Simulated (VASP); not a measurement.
A run of VASP 6.6.1:

The input INCAR:

```
SYSTEM = Zn
PREC     = Accurate       ! precision mode
ENCUT    = 520            ! plane-wave cutoff, eV
EDIFF    = 1E-6           ! SCF threshold, eV
ISMEAR   = 0              ! smearing method
SIGMA    = 0.15           ! smearing width, eV
LREAL    = .FALSE.        ! projectors in reciprocal space
LASPH    = .TRUE.         ! aspherical terms in the spheres
NELM     = 100            ! most SCF steps
ALGO     = Normal         ! electronic algorithm
ISIF     = 2              ! what is computed and relaxed
LWAVE    = .FALSE.        ! write WAVECAR
LCHARG   = .FALSE.        ! write CHGCAR
GGA      = PS             ! functional
NBANDS   = 12             ! bands
```

KPOINTS

```
Automatic mesh
0
G
  20 20 20
  0 0 0
```

Contents of POSCAR:

```
Zn
1.0
    0.0000000000      1.9647760000      1.9058327200
    1.9647760000      0.0000000000      1.9058327200
    1.9647760000      1.9647760000      0.0000000000
Zn
1
Direct
    0.0000000000      0.0000000000      0.0000000000
```

Potentials or basis: VASP PAW PBE potentials, release 64 (Zn).

Command:

```console
$ cat potpaw_PBE.64/Zn/POTCAR > POTCAR
$ mpirun -np 1 vasp_std > vasp.out
```

Hardware: 1 thread of Intel(R) Xeon(R) 6975P-C (Granite Rapids), with other jobs on the host.

Question: How long does it take, and how much memory?

Answer: It took 31 s on 1 thread of Intel(R) Xeon(R) 6975P-C (Granite Rapids), on a shared host, peak memory 0.22 GiB. Counts: scf iterations 11, k points 641.
